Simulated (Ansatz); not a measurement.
# Cu (P6_3/mmc) in Ansatz: reference runs

Aim: a first look at Cu with PBE, on the cell as given and on a disturbed one.

Everything below comes from runs of Ansatz 0.2.0. Logs are shortened: lines on timing, memory, paths and dates and some standing lists are left out, and cuts for length are marked.

## 1. Starting point

The structure is hexagonal, space group P6_3/mmc (No. 194). The conventional cell has a = 2.534 Å, b = 2.534 Å, c = 4.113 Å, α = 90.00°, β = 90.00°, γ = 120.00°. Cu (site symmetry -6m2) has 12 Cu at 2.52 to 2.53 Å as nearest neighbours.

This isn't the form of Cu at room conditions, which is fcc.

## 2. Single point, PBE

Contents of input.yaml:

```yaml
crystal:
  lattice:
    - [2.5340966698, 0.0, 0.0]
    - [-1.2670483349, 2.1945920917, 0.0]
    - [0.0, 0.0, 4.112571]
  atoms:
    - { symbol: Cu, position: [0.6666666667, 0.3333333333, 0.75] }
    - { symbol: Cu, position: [0.3333333333, 0.6666666667, 0.25] }
kpoints:
  mp_grid: { grid: [12, 12, 7] }
scf:
  occupations: { method: fermi_dirac, width: 0.05 }
hamiltonian:
  xc: pbe
  pseudopotentials: { kind: all_electron, lapw: { basis_error: 0.001 } }
output:
  forces: true
  stress: true
  eigenvalues: true
  populations: true
```

Potentials or basis: all-electron LAPW, scalar-relativistic.

Command:

```bash
$ ansatz run input.yaml --threads 1 --pin off --max-ram 3072MiB --backend cpu --events-out ev --progress --plain --runs-dir out
```

The log of the run:

```text
Warning: RAYON_NUM_THREADS=1 ignored (pool sized by the plan → 1); use --threads N
Cu: projections on atomic orbitals take those of the free atom 1s2 2s2 2p6 3s2 3p6 3d10 4s1, of charge +0.00 (hamiltonian.pseudopotentials.projection_atoms)
LAPW: plane waves up to 8.926 Å⁻¹, error target 1.0e-3 eV per atom; small_component_spin mean_spin; Cu in spheres of 1.262 Å, 19 of its electrons in bands, Dirac shells [] (how accurate: hamiltonian.pseudopotentials.lapw.basis_error, Limitations)
Engine: ansatz 0.2.0, aarch64-unknown-linux-gnu
Pseudopotentials: kind: all_electron
Pseudopotential: Cu, LAPW, valence charge 19, lapw/all_electron/scalar/gaussian/Cu, Koelling and Harmon's equation, gaussian nucleus
Functional definition: PBE
  parameter kappa = 0.804
  parameter beta = 0.06672455060314922
  exchange = pbe_x(kappa = kappa, mu = beta*pi^2/3)
  correlation = pbe_c(beta = beta)
Crystal: 2 atoms, lattice volume = 22.871 Å³
Basis set: ecut = 303.54231929483626 eV, 287 PW (Γ), exchange–correlation at level 2
Bands: 23, of which v1, the nominal top of the filled ones, is band 19 counted from 1 (18 counted from 0)
Symmetry: 24 space group operations
Space group: P63/mmc (ITA 194), of the structure as read, at distance tolerance 2.8e-5 Å
k-points: 76 of 1008
Non-local potential: Cu, projectors of the file, none
Initial density: superposition of atomic densities (chi_scale 0.1, normalization cell)
Initial wavefunctions: plane waves of lowest kinetic energy (no species holds an atomic orbital)
Functional: x = pbe(κ = 0.804, μ = 0.2195149727645171), c = pbe(β = 0.06672455060314922)
iter 1 solved again at ethr=6.29e-4 eV; its pass at ethr=1.00e-1 eV (dr2=2.39e-1 eV) is discarded
SCF iter   1: F=—  HF=-90070.325877 eV  |F-HF|=—  |Δ(HF+E_count)|=         —  Δρ=4.77e-2  dr2=2.40e-1  ethr=6.29e-4  ⟨swp⟩=2.4  Hψ=12275  notcnv=0
preconditioner: auto → none  [metal: Δε(μ)=0.032 eV  Ē_g=10.205 eV  σ=0.050 eV  W_gap=0.15  n_scr=8 (ndim 8)  ℏωp=36.4 eV  f_vac=0.000  D(μ)=1.77/eV (n_scr^D=22)  sad-step TF]
SCF iter   2: F=—  HF=-90071.707413 eV  |F-HF|=—  |Δ(HF+E_count)|=    1.38e0  Δρ=2.16e-2  dr2=3.77e-2  ethr=6.29e-4  ⟨swp⟩=3.0  Hψ=6348  notcnv=0
iter 3 solved again at ethr=3.47e-6 eV; its pass at ethr=9.93e-5 eV (dr2=1.32e-3 eV) is discarded
SCF iter   3: F=—  HF=-90068.674686 eV  |F-HF|=—  |Δ(HF+E_count)|=    3.03e0  Δρ=2.81e-3  dr2=1.32e-3  ethr=3.47e-6  ⟨swp⟩=2.0  Hψ=9783  notcnv=0
SCF iter   4: F=—  HF=-90068.545064 eV  |F-HF|=—  |Δ(HF+E_count)|=   1.30e-1  Δρ=5.12e-3  dr2=2.91e-3  ethr=3.47e-6  ⟨swp⟩=3.0  Hψ=6114  notcnv=0
SCF iter   5: F=—  HF=-90068.533005 eV  |F-HF|=—  |Δ(HF+E_count)|=   1.21e-2  Δρ=7.17e-4  dr2=5.92e-5  ethr=3.47e-6  ⟨swp⟩=3.0  Hψ=5301  notcnv=0
SCF iter   6: F=—  HF=-90068.532888 eV  |F-HF|=—  |Δ(HF+E_count)|=   1.17e-4  Δρ=3.34e-5  dr2=1.28e-7  ethr=1.56e-7  ⟨swp⟩=2.0  Hψ=5000  notcnv=0
SCF iter   7: F=-90068.532888 eV  HF=-90068.532888 eV  |F-HF|=1.16e-8  |Δ(HF+E_count)|=   1.85e-7  Δρ=2.22e-6  dr2=7.65e-10  ethr=3.37e-10  ⟨swp⟩=2.8  Hψ=5424  notcnv=0
SCF 1 converged in 7 iterations: F = -90068.532888 eV  dr2 = 7.65e-10
SCF converged after 7 iterations
Free energy (F): -90068.532888 eV
Harris-Foulkes:  -90068.532888 eV  (|F-HF|=1.16e-8)
Internal energy: -90068.524879 eV  (E = F + TS)
E sigma→0 (E₀):  -90068.528883 eV
Entropy (-TS):   -0.008009 eV (-4.005 meV/atom)
Fermi energy:    17.272519 eV
--- Per-component energies (eV) ---
  E_band       = -701.206545
  E_kinetic    = 91619.426675
  E_xc         = -3681.798871
  E_electrostatic = -178006.152683  (all electrons and nuclei)
  E_smearing   = -0.008009  (= −TS)
  E_closure    = 0.000000  (closes the sum)
  E_atoms      = -90061.064913  (free atoms, spherical and without spin; not in F)
  Σ components = -90068.532888   (vs F -90068.532888, Δ=0.00e0)
  Basis errors (estimates in eV, not in F): energy 1.9e-4 per atom: plane waves 1.9e-4 (9.6e-5 summed), levels above the bands 3.4e-65, relativity 3.1e-9, radial functions 2.6e-6, core shells 1.9e-11; eigenvalues (radial functions only) 6.0e-7; not estimated: angular momenta, meshes, grids; target (lapw.basis_error) 1.0e-3; muffin-tin radii Cu 1.262 Å
--- Forces (eV/Å), atoms counted from 1 ---
  atom   1  Cu     0.00000000     0.00000000    -0.00000000
  atom   2  Cu    -0.00000000    -0.00000000     0.00000000
  max |Σ_I F_I| component: 0.00e0 eV/Å
--- Stress (GPa, compression-positive) ---
        7.163204       0.000000       0.000000
       -0.000000       7.163204       0.000000
        0.000000       0.000000       7.618449
  P = ⅓ Tr σ = 7.3150 GPa (73.150 kbar)
--- Band table (eV; the first three rows and the last of 76) ---
  k-point 0: bands = ["-95.3364", "-95.3196", "-52.7690", "-52.6602", "-52.6602", "-52.6447", "-52.6413", "-52.6413", "7.6515", "12.0449", "14.2281", "14.2717", "14.2717", "14.4984", "14.4984", "14.7745", "14.7745", "15.5846", "15.5846", "16.2192", "21.3133", "38.8313", "39.3642"]
  k-point 1: bands = ["-95.3356", "-95.3204", "-52.7629", "-52.6593", "-52.6593", "-52.6509", "-52.6422", "-52.6422", "7.8435", "11.9265", "14.1889", "14.2345", "14.2345", "14.4589", "14.4589", "14.8643", "14.8643", "15.4506", "15.5744", "15.5744", "22.5700", "38.8375", "39.5185"]
  k-point 2: bands = ["-95.3332", "-95.3228", "-52.7457", "-52.6682", "-52.6567", "-52.6567", "-52.6448", "-52.6448", "8.4080", "11.4128", "14.0880", "14.1893", "14.1893", "14.3637", "14.3637", "14.4100", "15.0561", "15.0561", "15.5290", "15.5290", "25.2215", "35.7174", "39.0020"]
  k-point 75: bands = ["-95.3162", "-95.3162", "-52.7403", "-52.7403", "-52.7183", "-52.7102", "-52.6688", "-52.6688", "13.2507", "13.2507", "13.3096", "13.4054", "13.9325", "13.9325", "14.7388", "14.8888", "15.6067", "15.6067", "21.3319", "21.3319", "22.3118", "23.5970", "24.5176"]
--- Löwdin populations: 2 sites ---
  site symbol       q [e]
     0     Cu     28.8452
     1     Cu     28.8452
  spilling = 0.005339 (of n_electrons = 58.000000)
```

Wall time 15 s (1 thread of Arm Neoverse V1, shared host); peak memory 0.36 GiB.

Results:

```
Free energy            : -90068.5329 eV
Pressure               : 7.3 GPa
Band gap on the k mesh : none (metal or under the smearing width)
```

Levels at points of the mesh, in eV from the Fermi level:
| k point | band 15 | band 16 | band 17 | band 18 | band 19 | band 20 | band 21 | band 22 | band 23 |
| --- | --- | --- | --- | --- | --- | --- | --- | --- | --- |
| (0.00, 0.00, 0.00) | -2.77 | -2.50 | -2.50 | -1.69 | -1.69 | -1.05 | 4.04 | 21.56 | 22.09 |
| (0.00, -0.50, 0.00) | -2.74 | -1.60 | -1.53 | -1.49 | 0.03 | 1.63 | 7.94 | 8.36 | 10.93 |

## 3. Single point, PBE (atoms moved at random, drawn with an rms of 0.05 Å)

input.yaml: that of step 2 with these lines changed.

```diff
@@ -6,4 +6,4 @@
   atoms:
-    - { symbol: Cu, position: [0.6666666667, 0.3333333333, 0.75] }
-    - { symbol: Cu, position: [0.3333333333, 0.6666666667, 0.25] }
+    - { symbol: Cu, position: [0.669715, 0.350339, 0.743926] }
+    - { symbol: Cu, position: [0.354591, 0.666897, 0.248665] }
 kpoints:
```

Potentials or basis: all-electron LAPW, scalar-relativistic.

Command:

```bash
$ ansatz run input.yaml --threads 1 --pin off --max-ram 3072MiB --backend cpu --events-out ev --progress --plain --runs-dir out
```

The log of the run:

```text
Warning: RAYON_NUM_THREADS=1 ignored (pool sized by the plan → 1); use --threads N
Cu: projections on atomic orbitals take those of the free atom 1s2 2s2 2p6 3s2 3p6 3d10 4s1, of charge +0.00 (hamiltonian.pseudopotentials.projection_atoms)
LAPW: plane waves up to 9.180 Å⁻¹, error target 1.0e-3 eV per atom; small_component_spin mean_spin; Cu in spheres of 1.232 Å, 19 of its electrons in bands, Dirac shells [] (how accurate: hamiltonian.pseudopotentials.lapw.basis_error, Limitations)
[... 8 set-up lines as earlier in the session ...]
Crystal: 2 atoms, lattice volume = 22.871 Å³
Basis set: ecut = 321.0769274483972 eV, 313 PW (Γ), exchange–correlation at level 2
Bands: 23, of which v1, the nominal top of the filled ones, is band 19 counted from 1 (18 counted from 0)
Symmetry: 2 space group operations
Space group: P-1 (ITA 2), of the structure as read, at distance tolerance 2.8e-5 Å
k-points: 506 of 1008
[... 4 set-up lines as earlier in the session ...]
iter 1 solved again at ethr=8.84e-4 eV; its pass at ethr=1.00e-1 eV (dr2=3.36e-1 eV) is discarded
SCF iter   1: F=—  HF=-90070.318162 eV  |F-HF|=—  |Δ(HF+E_count)|=         —  Δρ=5.50e-2  dr2=3.37e-1  ethr=8.84e-4  ⟨swp⟩=2.2  Hψ=81117  notcnv=0
preconditioner: auto → none  [metal: Δε(μ)=0.002 eV  Ē_g=10.181 eV  σ=0.050 eV  W_gap=0.01  n_scr=8 (ndim 8)  ℏωp=36.4 eV  f_vac=0.000  D(μ)=1.75/eV (n_scr^D=22)  sad-step TF]
SCF iter   2: F=—  HF=-90071.637111 eV  |F-HF|=—  |Δ(HF+E_count)|=    1.32e0  Δρ=2.49e-2  dr2=5.26e-2  ethr=8.84e-4  ⟨swp⟩=3.0  Hψ=42129  notcnv=0
iter 3 solved again at ethr=5.30e-6 eV; its pass at ethr=1.38e-4 eV (dr2=2.01e-3 eV) is discarded
SCF iter   3: F=—  HF=-90068.657339 eV  |F-HF|=—  |Δ(HF+E_count)|=    2.98e0  Δρ=3.39e-3  dr2=2.02e-3  ethr=5.30e-6  ⟨swp⟩=2.0  Hψ=64824  notcnv=0
SCF iter   4: F=—  HF=-90068.537983 eV  |F-HF|=—  |Δ(HF+E_count)|=   1.19e-1  Δρ=5.76e-3  dr2=3.89e-3  ethr=5.30e-6  ⟨swp⟩=3.0  Hψ=40623  notcnv=0
SCF iter   5: F=—  HF=-90068.526600 eV  |F-HF|=—  |Δ(HF+E_count)|=   1.14e-2  Δρ=7.33e-4  dr2=6.85e-5  ethr=5.30e-6  ⟨swp⟩=2.6  Hψ=33601  notcnv=0
SCF iter   6: F=—  HF=-90068.526525 eV  |F-HF|=—  |Δ(HF+E_count)|=   7.50e-5  Δρ=9.66e-5  dr2=6.74e-6  ethr=1.80e-7  ⟨swp⟩=2.0  Hψ=33068  notcnv=0
SCF iter   7: F=—  HF=-90068.526523 eV  |F-HF|=—  |Δ(HF+E_count)|=   1.66e-6  Δρ=2.19e-5  dr2=2.65e-7  ethr=1.77e-8  ⟨swp⟩=2.3  Hψ=33230  notcnv=0
SCF iter   8: F=-90068.526523 eV  HF=-90068.526523 eV  |F-HF|=3.60e-8  |Δ(HF+E_count)|=   3.03e-7  Δρ=4.29e-6  dr2=8.53e-9  ethr=6.99e-10  ⟨swp⟩=2.0  Hψ=33068  notcnv=0
SCF 1 converged in 8 iterations: F = -90068.526523 eV  dr2 = 8.53e-9
SCF converged after 8 iterations
Free energy (F): -90068.526523 eV
Harris-Foulkes:  -90068.526523 eV  (|F-HF|=3.60e-8)
Internal energy: -90068.518613 eV  (E = F + TS)
E sigma→0 (E₀):  -90068.522568 eV
Entropy (-TS):   -0.007910 eV (-3.955 meV/atom)
Fermi energy:    17.273105 eV
--- Per-component energies (eV) ---
  E_band       = -701.270635
  E_kinetic    = 91619.482777
  E_xc         = -3681.804930
  E_electrostatic = -178006.196460  (all electrons and nuclei)
  E_smearing   = -0.007910  (= −TS)
  E_closure    = 0.000000  (closes the sum)
  E_atoms      = -90061.064913  (free atoms, spherical and without spin; not in F)
  Σ components = -90068.526523   (vs F -90068.526523, Δ=0.00e0)
  Basis errors (estimates in eV, not in F): energy 2.1e-4 per atom: plane waves 2.1e-4 (1.1e-4 summed), levels above the bands 2.7e-65, relativity 1.6e-8, radial functions 3.2e-6, core shells 4.8e-11; eigenvalues (radial functions only) 4.6e-7; not estimated: angular momenta, meshes, grids; target (lapw.basis_error) 1.0e-3; muffin-tin radii Cu 1.232 Å
--- Forces (eV/Å), atoms counted from 1 ---
  atom   1  Cu     0.11196598    -0.06194030     0.16913186
  atom   2  Cu    -0.11196598     0.06194030    -0.16913186
  max |Σ_I F_I| component: 0.00e0 eV/Å
--- Stress (GPa, compression-positive) ---
        7.668269      -0.932414       0.112696
       -0.932414       6.656481      -0.062840
        0.112696      -0.062840       7.977343
  P = ⅓ Tr σ = 7.4340 GPa (74.340 kbar)
--- Band table (eV; the first three rows and the last of 506) ---
  k-point 0: bands = ["-95.3382", "-95.3212", "-52.7722", "-52.6683", "-52.6549", "-52.6464", "-52.6453", "-52.6401", "7.6515", "12.0448", "14.2040", "14.2540", "14.2903", "14.4701", "14.5343", "14.6919", "14.8645", "15.5048", "15.6534", "16.2213", "21.3128", "38.7193", "39.3565"]
  k-point 1: bands = ["-95.3374", "-95.3220", "-52.7661", "-52.6674", "-52.6542", "-52.6525", "-52.6464", "-52.6408", "7.8434", "11.9265", "14.1661", "14.2199", "14.2510", "14.4295", "14.4966", "14.7833", "14.9466", "15.4547", "15.5080", "15.6302", "22.5694", "38.7806", "39.4726"]
  k-point 2: bands = ["-95.3351", "-95.3244", "-52.7489", "-52.6713", "-52.6628", "-52.6521", "-52.6495", "-52.6428", "8.4077", "11.4132", "14.0680", "14.1863", "14.1957", "14.3350", "14.3931", "14.4129", "14.9947", "15.1211", "15.4951", "15.5533", "25.2204", "35.7200", "38.9989"]
  k-point 505: bands = ["-95.3195", "-95.3189", "-52.7681", "-52.7638", "-52.6818", "-52.6774", "-52.6736", "-52.6670", "12.1734", "12.3285", "13.2836", "13.4380", "14.7160", "15.0539", "15.2157", "15.7228", "15.7265", "15.7527", "17.2567", "17.8803", "22.5021", "22.5444", "32.8576"]
--- Löwdin populations: 2 sites ---
  site symbol       q [e]
     0     Cu     28.8447
     1     Cu     28.8447
  spilling = 0.005356 (of n_electrons = 58.000000)
```

populations.tsv:

```text
# site	symbol	l	j	q
# orbitals = lowdin
# n_electrons = 58.000000
# spilling = 0.005356
# projection_atom_Cu: 1s2 2s2 2p6 3s2 3p6 3d10 4s1
0	Cu	0_1S	-	1.999992
0	Cu	0_2S	-	1.999573
0	Cu	0_3S	-	1.988701
0	Cu	0_4S	-	1.062179
0	Cu	1_2P	-	5.999999
0	Cu	1_3P	-	5.999220
0	Cu	2_3D	-	9.795020
1	Cu	0_1S	-	1.999992
1	Cu	0_2S	-	1.999573
1	Cu	0_3S	-	1.988701
1	Cu	0_4S	-	1.062179
1	Cu	1_2P	-	5.999999
1	Cu	1_3P	-	5.999220
1	Cu	2_3D	-	9.795020
```

Wall time 98 s (1 thread of Arm Neoverse V1, shared host); peak memory 1 GiB.

What came out:

```yaml
Free_energy: -90068.5265 eV
Pressure: 7.4 GPa
Largest_force: 0.212 eV/Å
Band_gap_on_the_k_mesh: none (metal or under the smearing width)
```

Forces on the atoms (eV/Å):
```
Cu   0.112 -0.062  0.169
Cu  -0.112  0.062 -0.169
```

Stress tensor (GPa, compression positive):
```
 7.67 -0.93  0.11
-0.93  6.66 -0.06
 0.11 -0.06  7.98
```

Levels at points of the mesh, in eV from the Fermi level:
```tsv
k point	band 15	band 16	band 17	band 18	band 19	band 20	band 21	band 22	band 23
(0.00, 0.00, 0.00)	-2.74	-2.58	-2.41	-1.77	-1.62	-1.05	4.04	21.45	22.08
(0.00, -0.50, 0.00)	-2.74	-1.59	-1.54	-1.50	-0.06	1.72	7.78	8.23	11.04
(-0.50, 0.00, 0.00)	-2.74	-1.59	-1.54	-1.50	-0.06	1.73	7.77	8.21	11.06
(-0.50, -0.50, 0.00)	-2.75	-1.62	-1.55	-1.47	0.20	1.45	8.26	8.69	10.65
```
